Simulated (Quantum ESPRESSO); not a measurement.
BeTe under changes of volume

One of the cells (21.254 Å³/atom); the others are scaled copies at fixed shape and fractional positions:

```xyz
2
Lattice="0.0000 2.7700 2.7700 2.7700 0.0000 2.7700 2.7700 2.7700 0.0000" Properties=species:S:1:pos:R:3 pbc="T T T"
Te    4.1550    4.1550    4.1550
Be    0.0000    0.0000    0.0000
```

* Program: Quantum ESPRESSO 7.5
* Functional: PBE
* Potentials or basis: SSSP 1.3 efficiency PBE
* Cutoff: 748 eV
* Density cutoff: 5987 eV
* k mesh: 8 × 8 × 8
* Occupations: fermi-dirac, width 0.05 eV
* Spin: no spin polarisation

| volume (Å³/atom) | energy over the lowest point (meV/atom) | pressure (GPa) | gap on the mesh (eV) |
| --- | --- | --- | --- |
| 19.979 | 75.14 | 9.7 | 1.63 |
| 20.404 | 52.01 | 7.8 | 1.69 |
| 20.829 | 33.67 | 6.1 | 1.75 |
| 21.254 | 19.67 | 4.5 | 1.81 |
| 21.679 | 9.63 | 3.1 | 1.86 |
| 22.104 | ? | ? | ? |
| 22.529 | 0.00 | 0.6 | 1.96 |

Problem. What does the run at 22.104 Å³/atom give?

Solution. Energy over the lowest point 3.18 meV/atom; pressure 1.8 GPa; gap on the mesh 1.91 eV.

Worked out: A Birch-Murnaghan fit of order 3 (a polynomial in V^(-2/3)) to the other rows has its minimum at 22.77 Å³/atom, just outside them, with B0 = V·E''(V) = 57 GPa and B' = 4.0. It gives 3.18 meV/atom at 22.104 Å³/atom, against the run's 3.18, and -dE/dV = 1.8 GPa, against 1.8. A straight line through the other rows of the gap, of slope 2.76 eV per unit of ln V, gives 1.91 eV, against the run's 1.91.

Energies are extrapolated to zero smearing.

Caveats: spin-orbit coupling is left out, which moves the levels of the heavy elements.

A mesh can miss the band edges.
